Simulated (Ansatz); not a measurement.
# C: a trigonal deformation path

One table from this session's results is given with a row withheld; the runs are named, their logs left out.

Program: Ansatz 0.2.0. Level of theory: DFT PBE, scalar-relativistic, plane waves, PAW. These are calculated values, not measurements.

## The starting structure

It takes space group Fd-3m (No. 227, cubic). The conventional cell has a = 3.567 Å, b = 3.567 Å, c = 3.567 Å, α = 90.00°, β = 90.00°, γ = 90.00°. C (site symmetry -43m) is surrounded by 4 C at 1.54 Å.

Coordinates:

```
C
1.0
     0.00000    1.78340    1.78340
     1.78340    0.00000    1.78340
     1.78340    1.78340    0.00000
C
2
Direct
  0.50000 0.50000 0.50000
  0.75000 0.75000 0.75000
```

No relaxation comes first: the listed cell is the starting point.

## The reference cell

The reference gives a free energy of -501.6156 eV, pressure 1.76 GPa, largest force 0.000 eV/Å and gap on the mesh 4.16 eV. It was computed beforehand with the settings of the runs below.

The first run:

At fixed volume and fractional coordinates, lengths along (0.577, 0.577, 0.577) are scaled against those across it; ρ is that ratio over its starting value.

Input file input.yaml:

```yaml
crystal:
  lattice:
    - [-0.7489810668, 1.4979621336, 1.4979621336]
    - [1.4979621336, -0.7489810668, 1.4979621336]
    - [1.4979621336, 1.4979621336, -0.7489810668]
  atoms:
    - { symbol: C, position: [0.5, 0.5, 0.5] }
    - { symbol: C, position: [0.75, 0.75, 0.75] }
basis:
  ecutwfc: 420
kpoints:
  mp_grid: { grid: [12, 12, 12] }
hamiltonian:
  xc: pbe
scf:
  occupations: { method: gaussian, width: 0.05 }
output:
  forces: true
  stress: true
  eigenvalues: true
  write_density: true
  write_potential: true
  elf: true
  volumetric_format: npy
```

Run with:

```sh
> ansatz run input.yaml --threads 1 --pin off --max-ram 2560MiB --backend cpu --events-out ev --progress --plain --runs-dir out
```

Among the steps run: ρ = 0.500; At ρ = 2.000; At ρ = 0.710; ρ = 1.410; At ρ = 0.600; Point ρ = 0.850; At ρ = 1.200; ρ = 1.700; Point ρ = 0.930; At ρ = 1.080.

One table of the session follows, with a row left open; its other results are not shown here.

It belongs to the step «The scan collected». Collected from the runs (energy zero: the undisturbed cell):

```
    ρ  ΔE (meV/atom)  pressure (GPa)  gap on the mesh (eV)
0.500         7223.2           330.9                  0.00
0.600         4046.6           187.3                  0.00
0.710         1800.1            82.3                  0.10
0.850              ?               ?                     ?
0.930           72.7             4.9                  3.80
1.000            0.0             1.8                  4.16
1.080           76.7             4.9                  3.70
1.200          415.1            18.3                  0.63
1.410         1363.9            54.3                  0.00
1.700         2732.2           106.3                  0.00
2.000         3979.9           148.1                  0.00
```

Estimate the missing values for ρ = 0.850.

Worked estimate for «ΔE (meV/atom)». A straight line through the neighbours (0.710, 1800.1) and (0.930, 72.7) gives 1800.1 + (72.7 − 1800.1) × (0.850 − 0.710) / (0.930 − 0.710) = 700.8; a parabola fitted to 4 rows on both sides gives 294.6.

**Answer.** ΔE (meV/atom): 379.2; pressure (GPa): 18.3; gap on the mesh (eV): 2.54. In «ΔE (meV/atom)» the line misses by +321.6 and the parabola by -84.6.

Where the gap reads zero, the mesh chosen for the insulator is on the coarse side.
